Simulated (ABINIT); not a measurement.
Here is an ABINIT 10.8.3 (patched build) calculation.

File run.abi:

```
# Datasets: ground state, then fixed potential
ndtset 2

# Pseudopotentials
pp_dirpath "./"
pseudos "Al.GGA_PBE-JTH.xml, N.GGA_PBE-JTH.xml"

# Structure
acell 3*1.0 Angstrom
rprim
     3.1130000000     0.0000000000     0.0000000000
    -1.5565000000     2.6959370820     0.0000000000
     0.0000000000     0.0000000000     4.9810000000
ntypat 2
znucl 13 7
natom 4
typat 1 1 2 2
xred
     0.6666666667     0.3333333333     0.5000000000
     0.3333333333     0.6666666667     0.0000000000
     0.6666666667     0.3333333333     0.8800000000
     0.3333333333     0.6666666667     0.3800000000

# Plane-wave basis
ecut 31.0
pawecutdg 53.0
pawxcdev 0

# Exchange and correlation
ixc 23

# Bands and occupations
occopt 3
tsmear 0.05 eV

# SCF cycle
nstep 100

# Output
iomode 3
prtwf 0
prteig 0
prtebands 0
enunit 1
prtden1 1
prtvha1 1
prtvclmb1 1
prtpot1 1

# Dataset 1
kptopt1 1
ngkpt1 10 10 6
nshiftk1 1
shiftk1 0.0 0.0 0.0
nband1 12
tolvrs1 1.0e-9

# Dataset 2: bands along G-M-K-G-A-L-H-A
iscf2 -2
getden2 1
nband2 18
nbdbuf2 4
tolwfr2 1.0e-11
kptopt2 -7
ndivsm2 5
prteig2 1
kptbounds2
     0.0000000000     0.0000000000     0.0000000000
     0.5000000000     0.0000000000     0.0000000000
     0.3333333333     0.3333333333     0.0000000000
     0.0000000000     0.0000000000     0.0000000000
     0.0000000000     0.0000000000     0.5000000000
     0.5000000000     0.0000000000     0.5000000000
     0.3333333333     0.3333333333     0.5000000000
     0.0000000000     0.0000000000     0.5000000000
```

Potentials or basis: JTH PAW PBE v2.0.

Run with:

```console
$ abinit run.abi > log 2>&1
```

**Question.** Estimate the pressure.

**Answer.** 1.0 GPa.

**Question.** Predict the band gap along the path.

**Answer.** 4.12 eV, direct.

Forces in eV/Å, atoms in the order of the input:
```
Al   0.000  0.000 -0.129
Al   0.000  0.000 -0.129
N    0.000  0.000  0.129
N    0.000  0.000  0.129
```

Caveat: the PAW data sets were made with another functional, which shifts forces and pressure a little.

**The experiment to reproduce.**

“Self-assembly of well-separated AlN nanowires directly on sputtered metallic TiN films”, 2019, arxiv:1910.07391 quotes, for a bulk crystal of AlN at 10 K: band gap 6.034 eV (an exciton energy, a little under the gap).

A measured gap of AlN is 6.034 eV (an exciton energy, a little under the gap; 10 K; quoted in “Self-assembly of well-separated AlN nanowires directly on sputtered metallic TiN films”, 2019, arxiv:1910.07391); the calculated 4.12 eV misses it by -1.91 eV. 2 values of this kind are on record (6.034 to 6.0343 eV); this one was drawn at random. The value is that of WC, without temperature or zero-point motion. Semilocal functionals fall short of measured gaps as a rule.
